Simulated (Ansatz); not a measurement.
## Ta: stationary points along a deformation path

The calculation used Ansatz, DFT PBE, scalar-relativistic, plane waves, PAW. Cutoff 420 eV, Γ-centred 21×21×10 k-points, Gaussian smearing of 0.15 eV. Spin–orbit coupling is left out, which can shift energies with elements as heavy as these. No spin polarisation. Energies are free energies at this smearing, counted from the undisturbed cell; pressure is positive in compression.

Reference structure (as given, not relaxed at this level; it stands at -0.8 GPa; this form isn't the usual structure):

```
CELL_PARAMETERS angstrom
2.90037 0.00000 0.00000
-1.45019 2.51180 0.00000
0.00000 0.00000 5.16627
ATOMIC_POSITIONS crystal
Ta 0.66667 0.33333 0.75000
Ta 0.33333 0.66667 0.25000
```

At fixed volume and fractional coordinates, lengths along (0.000, 0.000, 1.000) are scaled against those across it; ρ is that ratio over its starting value. V = 18.819 Å³/atom. Δσ is the stress along the axis less the mean stress across it (compression positive).

```csv
ρ,ΔE (meV/atom),Δσ (GPa),space group
0.800,166.3,8.85,P6_3/mmc
0.850,113.7,12.17,P6_3/mmc
0.920,39.5,10.81,P6_3/mmc
0.960,9.7,6.51,P6_3/mmc
1.000,0.0,-0.88,P6_3/mmc
1.050,23.4,-11.51,P6_3/mmc
1.100,84.9,-22.37,P6_3/mmc
1.200,309.0,-43.66,P6_3/mmc
1.300,649.1,-64.96,P6_3/mmc
```

**Question.** How does the stress give the slope of the energy, and where is the energy stationary?

**Answer.** Along the path d ln(length) is 2/3 d ln ρ on the axis and −1/3 d ln ρ across it, so dE/d ln ρ = −(2/3) V Δσ: the energy falls with ρ where Δσ is positive. Δσ vanishes or changes sign between ρ = 0.960 and 1.000, a minimum (near 1.00 by linear interpolation). Pairs of stationary points between two samples would go unseen, and could change a minimum read from distant neighbours into a maximum.

**Question.** Integrate that slope from ρ = 1 to 0.850 by the trapezoid rule.

**Answer.** With V/N in Å³ and 1 eV/Å³ = 160.2 GPa the slopes at ρ = 1.000, 0.960, 0.920, 0.850 are 69, -510, -847, -953 meV/atom per unit of ln ρ. The steps add 9.0 + 28.9 + 71.2 = 109.1 meV/atom, against 113.7 from the energies; the trapezoid rule misses the curvature of the slope within each step.

In a metal these slopes depend on the k mesh and the smearing.